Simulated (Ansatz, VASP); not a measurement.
Two plane-wave programs on NaF

```
CELL_PARAMETERS angstrom
0.00000 2.29724 2.29724
2.16860 0.00000 2.29724
2.16860 2.29724 0.00000
ATOMIC_POSITIONS crystal
Na 0.00000 0.00000 0.00000
F 0.50000 0.50000 0.50000
```

Change from the starting cell: uniaxial_x strain -5.6%.

Alike in both runs: task single point; functional r2SCAN; k mesh 10 × 10 × 10; no spin polarisation.

```csv
,VASP,Ansatz
version,VASP 6.6.1,Ansatz 0.2.0
potentials or method,"VASP PAW PBE potentials, release 64 (Na_pv, F)","plane waves, PAW"
plane-wave cutoff (eV),520,500
occupations,"gaussian, width 0.01 eV",fixed
valence electrons in the cell,14,16
```

|  | VASP | Ansatz | Ansatz less VASP |
| --- | --- | --- | --- |
| gap on the k mesh at the Fermi level (eV) | 7.64 | 7.60 | -0.037 |
| pressure (GPa) | 3.6 | 4.2 | +0.61 |
| largest component of the traceless stress (GPa) | 5.82 | 5.54 | -0.280 |

The two sets of potentials don't hold the same shells in valence.

Caveats: the PAW data sets were made with another functional, which shifts forces and pressure a little (VASP). A k mesh can miss the band edges.
